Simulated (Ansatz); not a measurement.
# BN: a sublattice displacement scan

This session takes BN and sets out to map the energy as every B atom is pushed off its site.

Program: Ansatz 0.2.0. Level of theory: DFT r2SCAN, scalar-relativistic, plane waves, PAW. These are calculated values, not measurements.

## (1) The starting structure

The structure is hexagonal, space group P6_3mc (No. 186). The conventional cell has a = 2.554 Å, b = 2.554 Å, c = 4.227 Å, α = 90.00°, β = 90.00°, γ = 120.00°. B (site symmetry 3m) is surrounded by 4 N at 1.57 to 1.58 Å. N (site symmetry 3m) is surrounded by 4 B at 1.57 to 1.58 Å.

Coordinates:

```
B N
1.0
     2.55394    0.00000    0.00000
    -1.27697    2.21178    0.00000
     0.00000    0.00000    4.22685
B N
2 2
Cartesian
  1.2770 0.7373 4.2257
  0.0000 1.4745 2.1123
  1.2770 0.7373 2.6430
  0.0000 1.4745 0.5295
```

It goes back to an entry of the Materials Project, which need not be the stable form.

The cell is taken as given, not relaxed at this level.

## (2) Zero of energy

The reference gives a free energy of -1087.9318 eV, pressure -4.74 GPa, largest force 0.025 eV/Å and gap on the mesh 5.76 eV. It was computed beforehand with the settings of the runs below.

## (3) The scan: a sublattice displacement scan

Every B atom is moved by x along the Cartesian unit vector (0.707, 0.707, 0.000); the cell and all other atoms stay fixed. Forces below are components along that vector, summed over the moved atoms.

## (4) Point x = -0.100 Å

input.yaml

```yaml
crystal:
  lattice:
    - [2.5539396017, 0.0, 0.0]
    - [-1.2769698009, 2.2117765748, 0.0]
    - [0.0, 0.0, 4.226855]
  atoms:
    - { symbol: B, position: [0.6229947227, 0.3013632515, 0.999724] }
    - { symbol: B, position: [0.2896613894, 0.6346965848, 0.499724] }
    - { symbol: "N", position: [0.6666666667, 0.3333333333, 0.625276] }
    - { symbol: "N", position: [0.3333333333, 0.6666666667, 0.125276] }
basis:
  ecutwfc: 500
kpoints:
  mp_grid: { grid: [12, 12, 6] }
hamiltonian:
  xc: r2scan
scf:
  occupations: { method: gaussian, width: 0.05 }
output:
  forces: true
  stress: true
  eigenvalues: true
```

The run is started by

```sh
ansatz run input.yaml --threads 1 --pin off --max-ram 2560MiB --backend cpu --events-out ev --progress --plain --runs-dir out
```

## (5) At x = 0.075 Å

input.yaml: that of step 4 with these lines changed.

```diff
@@ -6,4 +6,4 @@
   atoms:
-    - { symbol: B, position: [0.6229947227, 0.3013632515, 0.999724] }
-    - { symbol: B, position: [0.2896613894, 0.6346965848, 0.499724] }
+    - { symbol: B, position: [0.6994206246, 0.3573108947, 0.999724] }
+    - { symbol: B, position: [0.3660872913, 0.690644228, 0.499724] }
     - { symbol: "N", position: [0.6666666667, 0.3333333333, 0.625276] }
@@ -22 +22,5 @@
   eigenvalues: true
+  write_density: true
+  write_potential: true
+  elf: true
+  volumetric_format: npy
```

## (6) Point x = -0.050 Å

input.yaml

```yaml
crystal:
  lattice:
    - [2.5539396017, 0.0, 0.0]
    - [-1.2769698009, 2.2117765748, 0.0]
    - [0.0, 0.0, 4.226855]
  atoms:
    - { symbol: B, position: [0.6448306947, 0.3173482924, 0.999724] }
    - { symbol: B, position: [0.3114973614, 0.6506816257, 0.499724] }
    - { symbol: "N", position: [0.6666666667, 0.3333333333, 0.625276] }
    - { symbol: "N", position: [0.3333333333, 0.6666666667, 0.125276] }
basis:
  ecutwfc: 500
kpoints:
  mp_grid: { grid: [12, 12, 6] }
hamiltonian:
  xc: r2scan
scf:
  occupations: { method: gaussian, width: 0.05 }
output:
  forces: true
  stress: true
  eigenvalues: true
```

## (7) At x = 0.025 Å

input.yaml: that of step 6 with these lines changed.

```diff
@@ -6,4 +6,4 @@
   atoms:
-    - { symbol: B, position: [0.6448306947, 0.3173482924, 0.999724] }
-    - { symbol: B, position: [0.3114973614, 0.6506816257, 0.499724] }
+    - { symbol: B, position: [0.6775846527, 0.3413258538, 0.999724] }
+    - { symbol: B, position: [0.3442513193, 0.6746591871, 0.499724] }
     - { symbol: "N", position: [0.6666666667, 0.3333333333, 0.625276] }
```

## (8) Point x = 0.087 Å

input.yaml: that of step 7 with these lines changed.

```diff
@@ -6,4 +6,4 @@
   atoms:
-    - { symbol: B, position: [0.6775846527, 0.3413258538, 0.999724] }
-    - { symbol: B, position: [0.3442513193, 0.6746591871, 0.499724] }
+    - { symbol: B, position: [0.7048796176, 0.3613071549, 0.999724] }
+    - { symbol: B, position: [0.3715462843, 0.6946404883, 0.499724] }
     - { symbol: "N", position: [0.6666666667, 0.3333333333, 0.625276] }
@@ -22 +22,5 @@
   eigenvalues: true
+  write_density: true
+  write_potential: true
+  elf: true
+  volumetric_format: npy
```

## (9) x = 0.062 Å

input.yaml

```yaml
crystal:
  lattice:
    - [2.5539396017, 0.0, 0.0]
    - [-1.2769698009, 2.2117765748, 0.0]
    - [0.0, 0.0, 4.226855]
  atoms:
    - { symbol: B, position: [0.6939616316, 0.3533146345, 0.999724] }
    - { symbol: B, position: [0.3606282983, 0.6866479678, 0.499724] }
    - { symbol: "N", position: [0.6666666667, 0.3333333333, 0.625276] }
    - { symbol: "N", position: [0.3333333333, 0.6666666667, 0.125276] }
basis:
  ecutwfc: 500
kpoints:
  mp_grid: { grid: [12, 12, 6] }
hamiltonian:
  xc: r2scan
scf:
  occupations: { method: gaussian, width: 0.05 }
output:
  forces: true
  stress: true
  eigenvalues: true
```

## (10) Point x = 0.037 Å

input.yaml: that of step 9 with these lines changed.

```diff
@@ -6,4 +6,4 @@
   atoms:
-    - { symbol: B, position: [0.6939616316, 0.3533146345, 0.999724] }
-    - { symbol: B, position: [0.3606282983, 0.6866479678, 0.499724] }
+    - { symbol: B, position: [0.6830436457, 0.345322114, 0.999724] }
+    - { symbol: B, position: [0.3497103123, 0.6786554474, 0.499724] }
     - { symbol: "N", position: [0.6666666667, 0.3333333333, 0.625276] }
```

## (11) x = 0.013 Å

input.yaml: that of step 10 with these lines changed.

```diff
@@ -6,4 +6,4 @@
   atoms:
-    - { symbol: B, position: [0.6830436457, 0.345322114, 0.999724] }
-    - { symbol: B, position: [0.3497103123, 0.6786554474, 0.499724] }
+    - { symbol: B, position: [0.6721256597, 0.3373295936, 0.999724] }
+    - { symbol: B, position: [0.3387923263, 0.6706629269, 0.499724] }
     - { symbol: "N", position: [0.6666666667, 0.3333333333, 0.625276] }
```

(Steps that only read results are left out.)

Q: Predict the outcome of this session.

The runs gave:

```
                                                        quantity                                       value
force constant along x, from the points at -0.050, 0 and 0.013 Å  48.60 eV/Å² for the 2 moved atoms together
```

**Reading.** Near the site the force constant is 48.60 eV/Å² for the 2 atoms together, 24.30 on average. The undisturbed cell stays the lowest of the sampled points. The gap on the mesh stays between 5.21 and 5.76 eV.
